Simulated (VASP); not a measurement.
Set up this calculation in VASP 6.6.1, as the native input.

```
Task                   : relaxation of cell and atoms
Functional             : LDA
Potentials or basis    : VASP PAW LDA potentials, release 64 (W_sv, S)
Cutoff                 : 600 eV
k mesh                 : 8 × 8 × 4
Occupations            : gaussian, width 0.02 eV
Spin                   : no spin polarisation
Ladder                 : gaps
Further INCAR settings : ALGO = Normal; EDIFF = 1e-06; IBRION = 2; EDIFFG = -0.02; NSW = 40; ISIF = 3
```

The structure of WS2 (Tungstenite) lies in POSCAR:

```
WS2
1.0
    3.1800000000      0.0000000000      0.0000000000
   -1.5900000000      2.7539607840      0.0000000000
    0.0000000000      0.0000000000     12.5000000000
W S
2 4
Direct
    0.6666666667      0.3333333333      0.7500000000
    0.3333333333      0.6666666667      0.2500000000
    0.6666666667      0.3333333333      0.3750000000
    0.3333333333      0.6666666667      0.8750000000
    0.6666666667      0.3333333333      0.1250000000
    0.3333333333      0.6666666667      0.6250000000
```

The input as run:

INCAR

```
SYSTEM = WS2
PREC = Accurate
ENCUT = 600
EDIFF = 1E-6
ISMEAR = 0
SIGMA = 0.02
LREAL = .False.
LASPH = .True.
NELM = 80
ALGO = Normal
ISIF = 3
LWAVE = .False.
LCHARG = .False.
IBRION = 2
NSW = 40
EDIFFG = -0.02
KPAR = 2
```

KPOINTS

```
regular mesh
0
Gamma
  8 8 4
  0 0 0
```

Potentials or basis: VASP PAW LDA potentials, release 64 (W_sv, S).

Launch:

```bash
$ cat potpaw_LDA.64/W_sv/POTCAR potpaw_LDA.64/S/POTCAR > POTCAR
$ mpirun -np 2 vasp_std > vasp.out
```

It gave:

The relaxed volume is 17.24 Å³/atom and the relaxed cell is a = 3.131 Å, b = 3.131 Å, c = 12.179 Å, α = 90.00°, β = 90.00°, γ = 120.00°. The space group after relaxing (to 0.05 Å) is P6_3/mmc (No. 194), the energy gained by relaxing is 12.6 meV/atom and the ionic steps are 11. The pressure after relaxing is -0.1 GPa. The largest force after relaxing is 0.011 eV/Å and the band gap on the k mesh is 1.01 eV, indirect (least direct gap 2.31 eV).

Caveat: spin-orbit coupling is left out, which moves the levels of the heavy elements.

It took 6 min on 2 MPI ranks on Intel(R) Xeon(R) Platinum 8488C (Sapphire Rapids) (shared host), peak memory 0.27 GiB a rank.
